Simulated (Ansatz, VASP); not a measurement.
**BN in VASP and in Ansatz**

Contents of INCAR:

```
PREC     = Accurate       # precision mode
ENCUT    = 520            # plane-wave cutoff, eV
EDIFF    = 1E-7           # SCF threshold, eV
ISMEAR   = -1             # smearing method
SIGMA    = 0.05           # smearing width, eV
LREAL    = F              # projectors in reciprocal space
LASPH    = T              # aspherical terms in the spheres
NELM     = 60             # most SCF steps
ALGO     = Normal         # electronic algorithm
ISIF     = 2              # what is computed and relaxed
LWAVE    = F              # write WAVECAR
LCHARG   = F              # write CHGCAR
GGA      = PE             # functional
NBANDS   = 11             # bands
```

The input KPOINTS:

```
regular mesh
0
Gamma
  13 13 9
```

POSCAR

```
BN
1.0
    2.5572306852      0.0000000000      0.0000000000
   -1.2711622815      2.2189130743      0.0000000000
   -0.6430342018     -1.1094565371      3.0818205403
N B
1 1
Direct
    0.6685060000      0.3323850000      0.9849990000
    0.9796430000      0.9834990000      0.0018060000
```

input.yaml

```yaml
crystal:
  lattice:
    - [2.5572306852, 0.0, 0.0]
    - [-1.2711622815, 2.2189130743, 0.0]
    - [-0.6430342018, -1.1094565371, 3.0818205403]
  atoms:
    - { symbol: "N", position: [0.668506, 0.332385, 0.984999] }
    - { symbol: B, position: [0.979643, 0.983499, 0.001806] }
hamiltonian:
  xc: pbe
  pseudopotentials: { kind: paw }
kpoints:
  mp_grid: { grid: [13, 13, 9] }
scf:
  occupations: { method: fermi_dirac, width: 0.05 }
output:
  forces: true
  stress: true
  eigenvalues: true
  write_density: true
  write_potential: true
  elf: true
  volumetric_format: npy
```

Change from the starting cell: volume scaled by 1.06.

Alike in both runs: task single point; functional PBE; k mesh 13 × 13 × 9; occupations fermi-dirac, width 0.05 eV; no spin polarisation.

|  | VASP | Ansatz |
| --- | --- | --- |
| version | VASP 6.6.1 | Ansatz 0.2.0 |
| potentials or method | VASP PAW PBE potentials, release 64 (N, B) | Ansatz PAW |
| plane-wave cutoff (eV) | 520 | 420 |
| valence electrons in the cell | 8 | 8 |

VASP gave:

```
gap on the k mesh at the Fermi level (eV)       : 2.86
least direct gap on the mesh (eV)               : 4.40
pressure (GPa)                                  : -9.4
largest component of the traceless stress (GPa) : 15.75
rms of the force components (eV/Å)              : 1.377
```

Estimate Ansatz's values.

gap on the k mesh at the Fermi level (eV): 2.87; least direct gap on the mesh (eV): 4.40; pressure (GPa): -9.4; largest component of the traceless stress (GPa): 15.93; rms of the force components (eV/Å): 1.378.

Atom by atom the forces differ by 0.002 eV/Å (rms over components). The functional is the same, so the differences come from potentials, cutoffs and numerics.

Caveats: forces of over 1 eV/Å show positions far from the minimum, so gaps and moduli don't describe the material at rest; an odd mesh through Γ misses points on the zone boundary, where band edges often lie (VASP); odd divisions of the mesh miss points on the zone boundary, where band edges often lie, so the gap on the mesh can be too wide (Ansatz); the pressure holds a Pulay correction of +0.6 GPa for the finite cutoff (Ansatz).
